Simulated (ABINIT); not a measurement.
# Te2Pt (Moncheite) (P-3m1) in ABINIT: notebook

One crystal, Te2Pt (Moncheite), is run at these levels: PBE, LDA; tasks: single point.

All numbers are computed with ABINIT 10.8.3 (patched build); they aren't measurements. Logs are shortened: lines on timing, memory, paths and dates and some standing lists are left out, and cuts for length are marked. The log counts tension as positive stress, the text compression.

## 1. The crystal as given

The structure is trigonal, space group P-3m1 (No. 164). The conventional cell has a = 4.010 Å, b = 4.010 Å, c = 5.201 Å, α = 90.00°, β = 90.00°, γ = 120.00°. Pt (site symmetry -3m) is surrounded by 6 Te at 2.66 Å. Around Te (site symmetry 3m) lie 3 Pt at 2.66 Å.

## 2. Single point, PBE

run.abi

```
pp_dirpath "./"
pseudos "Pt.upf, Te.upf"

acell 3*1.0 Angstrom
rprim
     4.0100000000     0.0000000000     0.0000000000
    -2.0050000000     3.4727618692     0.0000000000
     0.0000000000     0.0000000000     5.2010000000
ntypat 2
znucl 78 52
natom 3
typat 1 2 2
xred
     0.0000000000     0.0000000000     0.0000000000
     0.6666666667     0.3333333333     0.7500000000
     0.3333333333     0.6666666667     0.2500000000

ecut 1034.032677 eV

kptopt 1
ngkpt 6 6 4
nshiftk 1
shiftk 0.0 0.0 0.0

ixc 11

nband 30
occopt 3
tsmear 0.05 eV

nstep 100
tolvrs 1.0e-10

iomode 3
prtwf 0
prtden 0
prteig 0
prtebands 0
enunit 1
```

Potentials or basis: PseudoDojo NC SR PBE v0.4.1 standard.

The run is started by

```bash
abinit run.abi > log 2>&1
```

run.abo:

```text
.Version 10.8.3 of ABINIT
 Symmetries : space group P-3 m 1 (#164); Bravais hP (primitive hexag.)
================================================================================
 Values of the parameters that define the memory need of the present run
     intxc =       0    ionmov =       0      iscf =       7    lmnmax =       8
     lnmax =       8     mgfft =      60  mpssoang =       4    mqgrid =    3001
     natom =       3  nloc_mem =       1    nspden =       1   nspinor =       1
    nsppol =       1      nsym =      12    n1xccc =    2501    ntypat =       2
    occopt =       3   xclevel =       2
       mpw =        5490          nfft =      121500          nkpt =          24
================================================================================
================================================================================

--------------------------------------------------------------------------------
------------- Echo of variables that govern the present computation ------------
--------------------------------------------------------------------------------
 -outvars: echo values of preprocessed input variables --------
            acell      1.8897261259E+00  1.8897261259E+00  1.8897261259E+00 Bohr
              amu      1.95080000E+02  1.27600000E+02
             ecut      3.80000000E+01 Hartree
           enunit           1
              ixc          11
         kptrlatt        6    0    0      0    6    0      0    0    4
          kptrlen      3.93138623E+01
            natom           3
            nband          30
            ngfft          45      45      60
             nkpt          24
            nstep         100
             nsym          12
           ntypat           2
           occopt           3
           prtden           0
        prtebands           0
           prteig           0
            prtwf           0
            rprim      4.0100000000E+00  0.0000000000E+00  0.0000000000E+00
                      -2.0050000000E+00  3.4727618692E+00  0.0000000000E+00
                       0.0000000000E+00  0.0000000000E+00  5.2010000000E+00
          spgroup         164
           tolvrs      1.00000000E-10
           tsmear      1.83746611E-03 Hartree
            typat      1  2  2
           xangst      0.0000000000E+00  0.0000000000E+00  0.0000000000E+00
                       2.0050000000E+00  1.1575872897E+00  3.9007500000E+00
                       5.7663674994E-17  2.3151745795E+00  1.3002500000E+00
            xcart      0.0000000000E+00  0.0000000000E+00  0.0000000000E+00
                       3.7889008824E+00  2.1875229444E+00  7.3713491856E+00
                       1.0896855315E-16  4.3750458889E+00  2.4571163952E+00
             xred      0.0000000000E+00  0.0000000000E+00  0.0000000000E+00
                       6.6666666667E-01  3.3333333333E-01  7.5000000000E-01
                       3.3333333333E-01  6.6666666667E-01  2.5000000000E-01
            znucl       78.00000   52.00000

================================================================================

 chkinp: Checking input parameters for consistency.

================================================================================
== DATASET  1 ==================================================================

--- !DatasetInfo
iteration_state: {dtset: 1, }
dimensions: {natom: 3, nkpt: 24, mband: 30, nsppol: 1, nspinor: 1, nspden: 1, mpw: 5490, }
cutoff_energies: {ecut:  38.0, pawecutdg:  -1.0, }
electrons: {nelect:   5.00000000E+01, charge:   0.00000000E+00, occopt:   3.00000000E+00, tsmear:   1.83746611E-03, }
meta: {optdriver: 0, ionmov: 0, optcell: 0, iscf: 7, paral_kgb: 0, }
...

 Exchange-correlation functional for the present dataset will be:
  GGA: Perdew-Burke-Ernzerhof functional - ixc=11
  J.P.Perdew, K.Burke, M.Ernzerhof, PRL 77, 3865 (1996)

 Real(R)+Recip(G) space primitive vectors, cartesian coordinates (Bohr,Bohr^-1):
 R(1)=  7.5778018  0.0000000  0.0000000  G(1)=  0.1319644  0.0761897  0.0000000
 R(2)= -3.7889009  6.5625688  0.0000000  G(2)=  0.0000000  0.1523794  0.0000000
 R(3)=  0.0000000  0.0000000  9.8284656  G(3)=  0.0000000  0.0000000  0.1017453
 Unit cell volume ucvol=  4.8876808E+02 bohr^3
 Angles (23,13,12)=  9.00000000E+01  9.00000000E+01  1.20000000E+02 degrees

 getcut: wavevector=  0.0000  0.0000  0.0000  ngfft=  45  45  60
         ecut(hartree)=     38.000   => boxcut(ratio)=   2.09244

--- Pseudopotential description ------------------------------------------------
- pspini: atom type   1  psp file is ./Pt.upf
12 -101130 3 -1 1374                          pspcod,pspxc,lmax,lloc,mmax
     nproj     2     2     2     2

- pspini: atom type   2  psp file is ./Te.upf
12 -101130 2 -1 1294                          pspcod,pspxc,lmax,lloc,mmax
     nproj     2     2     2     0

   4.99960366E+03                                ecore*ucvol(ha*bohr**3)
--------------------------------------------------------------------------------

================================================================================

--- !BeginCycle
iteration_state: {dtset: 1, }
solver: {iscf: 7, nstep: 100, nline: 4, wfoptalg: 0, }
tolerances: {tolvrs: 1.00E-10, }
...

     iter   Etot(hartree)      deltaE(h)  residm     vres2
 ETOT  1  -340.04905630683    -3.400E+02 2.014E-01 6.165E+02
 ETOT  2  -340.06837541053    -1.932E-02 1.087E-02 2.341E+03
 ETOT  3  -340.33564459361    -2.673E-01 1.346E-02 8.158E+01
 ETOT  4  -340.34440601197    -8.761E-03 2.006E-03 9.635E-01
 ETOT  5  -340.34448342438    -7.741E-05 5.678E-04 2.043E-01
 ETOT  6  -340.34450249238    -1.907E-05 8.422E-04 2.094E-02
 ETOT  7  -340.34450495139    -2.459E-06 2.957E-04 2.199E-04
 ETOT  8  -340.34450496284    -1.145E-08 4.250E-04 3.985E-05
 ETOT  9  -340.34450496646    -3.612E-09 1.357E-04 1.136E-06
 ETOT 10  -340.34450496653    -7.248E-11 1.930E-04 2.916E-08
 ETOT 11  -340.34450496654    -1.580E-11 5.933E-05 1.706E-09
 ETOT 12  -340.34450496654     5.798E-12 9.193E-05 8.588E-12

 At SCF step   12       vres2   =  8.59E-12 < tolvrs=  1.00E-10 =>converged.

 Cartesian components of stress tensor (hartree/bohr^3)
  sigma(1 1)= -3.20871839E-04  sigma(3 2)=  0.00000000E+00
  sigma(2 2)= -3.20871839E-04  sigma(3 1)=  0.00000000E+00
  sigma(3 3)= -2.66636628E-04  sigma(2 1)=  0.00000000E+00

--- !ResultsGS
iteration_state: {dtset: 1, }
comment   : Summary of ground state results
lattice_vectors:
- [  7.5778018,   0.0000000,   0.0000000, ]
- [ -3.7889009,   6.5625688,   0.0000000, ]
- [  0.0000000,   0.0000000,   9.8284656, ]
lattice_lengths: [   7.57780,    7.57780,    9.82847, ]
lattice_angles: [ 90.000,  90.000, 120.000, ] # degrees, (23, 13, 12)
lattice_volume:   4.8876808E+02
convergence: {deltae:  5.798E-12, res2:  8.588E-12, residm:  9.193E-05, diffor: null, }
etotal    :  -3.40344505E+02
entropy   :   0.00000000E+00
fermie    :   3.26736863E-01
cartesian_stress_tensor: # hartree/bohr^3
- [ -3.20871839E-04,   0.00000000E+00,   0.00000000E+00, ]
- [  0.00000000E+00,  -3.20871839E-04,   0.00000000E+00, ]
- [  0.00000000E+00,   0.00000000E+00,  -2.66636628E-04, ]
pressure_GPa:   8.9085E+00
xred      :
- [  0.0000E+00,   0.0000E+00,   0.0000E+00, Pt]
- [  6.6667E-01,   3.3333E-01,   7.5000E-01, Te]
- [  3.3333E-01,   6.6667E-01,   2.5000E-01, Te]
cartesian_forces: # hartree/bohr
- [ -3.31644403E-28,  -8.20607080E-29,  -0.00000000E+00, ]
- [  5.21155490E-28,   8.20607080E-29,  -2.14537694E-02, ]
- [ -1.89511087E-28,   0.00000000E+00,   2.14537694E-02, ]
force_length_stats: {min:   3.41645971E-28, max:   2.14537694E-02, mean:   1.43025129E-02, }
...

 Integrated electronic density in atomic spheres:
 ------------------------------------------------
 Atom  Sphere_radius  Integrated_density
    1        2.00000         14.53031459
    2        2.00000         11.92676415
    3        2.00000         11.92676415
================================================================================

 ----iterations are completed or convergence reached----

 Mean square residual over all n,k,spin=   40.825E-08; max=  91.929E-06
 reduced coordinates (array xred) for    3 atoms
       0.000000000000      0.000000000000      0.000000000000
       0.666666666667      0.333333333333      0.750000000000
       0.333333333333      0.666666666667      0.250000000000
 rms dE/dt=  9.9399E-02; max dE/dt=  2.1086E-01; dE/dt below (all hartree)
    1       0.000000000000      0.000000000000      0.000000000000
    2      -0.000000000000      0.000000000000      0.210857634321
    3      -0.000000000000      0.000000000000     -0.210857634321

 cartesian coordinates (angstrom) at end:
    1      0.00000000000000     0.00000000000000     0.00000000000000
    2      2.00500000000000     1.15758728973333     3.90075000000000
    3      0.00000000000000     2.31517457946667     1.30025000000000

 cartesian forces (hartree/bohr) at end:
    1     -0.00000000000000    -0.00000000000000    -0.00000000000000
    2      0.00000000000000     0.00000000000000    -0.02145376941966
    3     -0.00000000000000     0.00000000000000     0.02145376941966
 frms,max,avg= 1.0113404E-02 2.1453769E-02   0.000E+00  0.000E+00  0.000E+00 h/b

 cartesian forces (eV/Angstrom) at end:
    1     -0.00000000000000    -0.00000000000000    -0.00000000000000
    2      0.00000000000000     0.00000000000000    -1.10319717946727
    3     -0.00000000000000     0.00000000000000     1.10319717946727
 frms,max,avg= 5.2005214E-01 1.1031972E+00   0.000E+00  0.000E+00  0.000E+00 e/A
 length scales=  1.889726125908  1.889726125908  1.889726125908 bohr
              =  1.000000000000  1.000000000000  1.000000000000 angstroms
 Fermi (or HOMO) energy (eV) =   8.89096   Average Vxc (eV)= -11.33900
 Eigenvalues (   eV  ) for nkpt=  24  k points:
 kpt#   1, nband= 30, wtk=  0.00694, kpt=  0.0000  0.0000  0.0000 (reduced coord)
 -90.63057  -44.83706  -44.83706  -44.71252  -28.82398  -28.82398  -28.81169  -28.81169
 -28.81014  -28.80992  -28.80992  -28.80631  -28.79791  -28.79791   -5.47554   -1.91438
   1.93583    2.73986    2.73986    4.82568    4.82568    6.10390    8.26004    8.26004
  10.01533   10.01533   10.20547   11.57005   13.24180   14.73953
 prteigrs : prtvol=0 or 1, do not print more k-points.

--- !EnergyTerms
iteration_state     : {dtset: 1, }
comment             : Components of total free energy in Hartree
kinetic             :  1.51537495538214E+02
hartree             :  8.20167482687489E+01
xc                  : -7.31502231706791E+01
Ewald energy        : -2.07669372340843E+02
psp_core            :  1.02289897825163E+01
local_psp           : -2.52236507254155E+02
non_local_psp       : -5.10713716034443E+01
internal            : -3.40344240779643E+02
'-kT*entropy'       : -2.64186894616984E-04
total_energy        : -3.40344504966538E+02
total_energy_eV     : -9.26124578134167E+03
band_energy         : -3.50477431780871E+01
...

 Cartesian components of stress tensor (hartree/bohr^3)
  sigma(1 1)= -3.20871839E-04  sigma(3 2)=  0.00000000E+00
  sigma(2 2)= -3.20871839E-04  sigma(3 1)=  0.00000000E+00
  sigma(3 3)= -2.66636628E-04  sigma(2 1)=  0.00000000E+00

-Cartesian components of stress tensor (GPa)         [Pressure=  8.9085E+00 GPa]
- sigma(1 1)= -9.44037544E+00  sigma(3 2)=  0.00000000E+00
- sigma(2 2)= -9.44037544E+00  sigma(3 1)=  0.00000000E+00
- sigma(3 3)= -7.84472043E+00  sigma(2 1)=  0.00000000E+00

== END DATASET(S) ==============================================================
================================================================================

 -outvars: echo values of variables after computation  --------
            acell      1.8897261259E+00  1.8897261259E+00  1.8897261259E+00 Bohr
           etotal     -3.4034450497E+02
            fcart     -3.3164440290E-28 -8.2060707981E-29 -0.0000000000E+00
                       5.2115549027E-28  8.2060707981E-29 -2.1453769420E-02
                      -1.8951108737E-28  0.0000000000E+00  2.1453769420E-02
            rprim      4.0100000000E+00  0.0000000000E+00  0.0000000000E+00
                      -2.0050000000E+00  3.4727618692E+00  0.0000000000E+00
                       0.0000000000E+00  0.0000000000E+00  5.2010000000E+00
           strten     -3.2087183914E-04 -3.2087183943E-04 -2.6663662778E-04
                       0.0000000000E+00  0.0000000000E+00  0.0000000000E+00
           xangst      0.0000000000E+00  0.0000000000E+00  0.0000000000E+00
                       2.0050000000E+00  1.1575872897E+00  3.9007500000E+00
                       5.7663674994E-17  2.3151745795E+00  1.3002500000E+00
             xred      0.0000000000E+00  0.0000000000E+00  0.0000000000E+00
                       6.6666666667E-01  3.3333333333E-01  7.5000000000E-01
                       3.3333333333E-01  6.6666666667E-01  2.5000000000E-01
 Calculation completed.
```

Wall time 4.2 min (1 thread of Intel Xeon at 2.70GHz, shared host); peak memory 0.15 GiB.

What came out:

| Property | Result |
| --- | --- |
| Free energy | -9261.2458 eV |
| Largest force | 1.103 eV/Å |
| Band gap on the k mesh | none (metal or under the smearing width) |
| Valence electrons inside the program's atomic spheres | Pt 14.53; Te 11.93 |

Forces on the atoms (eV/Å):
```
Pt   0.000  0.000  0.000
Te   0.000  0.000 -1.103
Te   0.000  0.000  1.103
```

Caveat: the cutoff is too short for stress, so the log's stress isn't used; forces of over 1 eV/Å show positions far from the minimum, so gaps and moduli don't describe the material at rest.

## 3. Single point, LDA

run.abi

```
# Pseudopotentials
pp_dirpath "./"
pseudos "Pt.upf, Te.upf"

# Structure
acell 4.01 4.01 5.201 Angstrom
rprim
     1.0000000000     0.0000000000     0.0000000000
    -0.5000000000     0.8660254038     0.0000000000
     0.0000000000     0.0000000000     1.0000000000
ntypat 2
znucl 78 52
natom 3
typat 1 2 2
xcart
     0.0000000000     0.0000000000     0.0000000000
     3.7889008803     2.1875229427     7.3713491806
    -0.0000000004     4.3750458861     2.4571163935

# Plane-wave basis
ecut 35.0

# k points
kptopt 1
ngkpt 6 6 4
nshiftk 1
shiftk 0.0 0.0 0.0

# Exchange and correlation
ixc 7

# Bands and occupations
nband 30
occopt 3
tsmear 0.00183747

# SCF cycle
nstep 100
tolvrs 1.0e-10

# Output
iomode 3
prtwf 0
prtden 0
prteig 0
prtebands 0
enunit 2
prtvol 2
```

Potentials or basis: PseudoDojo NC SR LDA v0.4.1 standard.

The run is started by

```bash
abinit run.abi > log 2>&1
```

Run time: 2.1 min. Hardware: 1 thread of Arm Neoverse V2, shared host; peak memory 0.12 GiB.

It converged, with:

- Free energy: -9251.6789 eV
- Largest force: 0.695 eV/Å
- Band gap on the k mesh: none (metal or under the smearing width)
- Valence electrons inside the program's atomic spheres: Pt 14.53; Te 11.94

Forces in eV/Å, atoms in the order of the input:
```
Pt   0.000  0.000  0.000
Te   0.000  0.000 -0.695
Te   0.000  0.000  0.695
```

Levels at points of the mesh, in eV from the Fermi level:
```csv
k point,band 21,band 22,band 23,band 24,band 25,band 26,band 27,band 28,band 29,band 30
"(0.00, 0.00, 0.00)",-4.02,-2.75,-0.61,-0.61,1.14,1.14,1.30,2.68,4.21,5.88
"(0.50, 0.00, 0.00)",-3.73,-3.68,-3.59,-3.52,-2.95,0.20,2.57,3.67,5.27,5.77
"(0.00, 0.00, 0.50)",-4.05,-2.39,-1.42,-1.19,-1.19,2.25,2.25,4.03,5.02,5.02
"(0.50, 0.00, 0.50)",-3.75,-3.65,-3.38,-2.71,-0.82,0.60,1.33,4.23,4.23,6.36
```

Caveat: the cutoff is too short for stress, so the log's stress isn't used. The run has no spin-orbit coupling, so splittings on Pt, Te are missing.
